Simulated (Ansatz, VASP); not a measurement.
**S in VASP and in Ansatz**

```
S
1.0
     5.38300    3.10788    1.40833
    -5.38300    3.10788    1.40833
     0.00000   -6.21575    1.40833
S
6
Direct
  0.58450 0.35100 0.24650
  0.24650 0.58450 0.35100
  0.35100 0.24650 0.58450
  0.41550 0.64900 0.75350
  0.75350 0.41550 0.64900
  0.64900 0.75350 0.41550
```

This isn't the form of S at room conditions, which is orthorhombic, of S8 rings.

Alike in both runs: task single point; functional PBE; dispersion D3(BJ); k mesh 6 × 6 × 6; occupations gaussian, width 0.1 eV; no spin polarisation.

|  | VASP | Ansatz |
| --- | --- | --- |
| version | VASP 6.6.1 | Ansatz 0.2.0 |
| potentials or method | VASP PAW PBE potentials, release 64 (S) | scalar-relativistic, plane waves, PAW |
| plane-wave cutoff (eV) | 520 | 420 |
| valence electrons in the cell | 36 | 36 |

```csv
,VASP,Ansatz,Ansatz less VASP
gap on the k mesh at the Fermi level (eV),2.01,1.96,-0.047
least direct gap on the mesh (eV),2.09,2.04,-0.046
pressure (GPa),-0.1,0.5,+0.57
largest component of the traceless stress (GPa),0.19,0.44,+0.245
rms of the force components (eV/Å),0.070,0.147,+0.0773
```

Atom by atom the forces differ by 0.082 eV/Å (rms over components).

A k mesh can miss the band edges.
